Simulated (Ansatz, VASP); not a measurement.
SnSe2: VASP beside Ansatz

```
Sn Se
1.0
     3.65856    0.00000    0.00000
    -1.82928    3.16840    0.00000
     0.00000    0.00000    5.89152
Sn Se
1 2
Direct
  0.00000 0.00000 0.00000
  0.33333 0.66667 0.25000
  0.66667 0.33333 0.75000
```

Change from the starting cell: strain -0.040 along x and y, -0.040 along z, atoms carried along.

Alike in both runs: task single point; functional PBEsol; dispersion D3(BJ); k mesh 12 × 12 × 6; occupations gaussian, width 0.05 eV; no spin polarisation.

```csv
,VASP,Ansatz
version,VASP 6.6.1,Ansatz 0.2.0
potentials or method,"VASP PAW PBE potentials, release 64 (Sn_d, Se)","scalar-relativistic, plane waves, PAW"
plane-wave cutoff (eV),520,420
valence electrons in the cell,26,46
```

```csv
,VASP,Ansatz,Ansatz less VASP
gap on the k mesh at the Fermi level (eV),0.75,0.76,+0.009
least direct gap on the mesh (eV),1.48,1.48,+0.007
pressure (GPa),12.0,11.8,-0.23
largest component of the traceless stress (GPa),0.81,0.81,-0.004
rms of the force components (eV/Å),0.953,0.937,-0.0162
```

Atom by atom the forces differ by 0.016 eV/Å (rms over components). The two sets of potentials don't hold the same shells in valence.

Caveats: the PAW data sets were made with another functional, which shifts forces and pressure a little (VASP); spin-orbit coupling is left out, which moves the levels of the heavy elements; the cell's inner coordinates are idealised or old, which leaves forces on the atoms. A k mesh can miss the band edges.
